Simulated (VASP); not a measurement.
A VASP calculation is set up with these files.

### POSCAR
```
CoPt
1.0
  2.6890471961   0.0000000000   0.0000000000
  0.0000000000   2.6890471961   0.0000000000
  0.0000000000   0.0000000000   3.6899181121
Co Pt
1 1
Cartesian
  0.0000000000   0.0000000000   0.0000000000
  1.3445235981   1.3445235981   1.8449590560
```

INCAR:
```
# general
SYSTEM   =  CoPt
PREC     =  Accurate
ENCUT    =  520
LREAL    =  .False.
LASPH    =  .True.

# electronic loop
EDIFF    =  1E-7
NELM     =  100
ALGO     =  Normal
LMAXMIX  =  6

# smearing
ISMEAR   =  1
SIGMA    =  0.1

# spin
ISPIN    =  2
MAGMOM   =  1.7 0.4

# ions
IBRION   =  2
NSW      =  30
ISIF     =  4
EDIFFG   =  -0.01

# output
LWAVE    =  .False.
LCHARG   =  .False.
LORBIT   =  10
```

File KPOINTS:
```
Automatic mesh
0
gamma
  14 14 10
0 0 0
```

POTCAR, in this order: Co Pt (LDA.64 set). Program: vasp_std.

### Question
Translate this LDA calculation to Quantum ESPRESSO's pw.x.

### Answer
One equivalent input (not run):
```
&CONTROL
  calculation = 'vc-relax'
  pseudo_dir = './pseudo'
  outdir = './out'
  tprnfor = .true.
  tstress = .true.
  nstep = 30
  forc_conv_thr = 0.00039
/
&SYSTEM
  ibrav = 0
  nat = 2
  ntyp = 2
  ecutwfc = 96
  occupations = 'smearing'
  smearing = 'methfessel-paxton'
  degauss = 0.00735
  input_dft = 'pz'
  nspin = 2
  starting_magnetization(1) = 0.17
  starting_magnetization(2) = 0.04
/
&ELECTRONS
  conv_thr = 7.3e-09
  electron_maxstep = 100
/
&IONS
/
&CELL
  cell_dofree = 'shape'
/
ATOMIC_SPECIES
  Co 58.933 Co.upf
  Pt 195.084 Pt.upf
CELL_PARAMETERS angstrom
     2.6890472    0.0000000    0.0000000
     0.0000000    2.6890472    0.0000000
     0.0000000    0.0000000    3.6899181
ATOMIC_POSITIONS crystal
  Co   0.0000000  0.0000000  0.0000000
  Pt   0.5000000  0.5000000  0.5000000
K_POINTS automatic
  14 14 10 0 0 0
```
What does not carry over: the potentials are each code's own (VASP's PAW set, PseudoDojo norm-conserving files in pw.x), so ENCUT and ecutwfc are chosen apart and not converted; conv_thr bounds pw.x's estimated SCF error, while EDIFF bounds the energy change between steps; starting_magnetization is a fraction of the valence charge and MAGMOM a moment in μB, so they match only roughly; forc_conv_thr acts on force components and is met together with etot_conv_thr.

The compound is CoPt in the L1_0 structure. This cell is one point of a volume scan, at 1.06 of the reference volume. Symmetry was kept, so distortions that lower it aren't found.
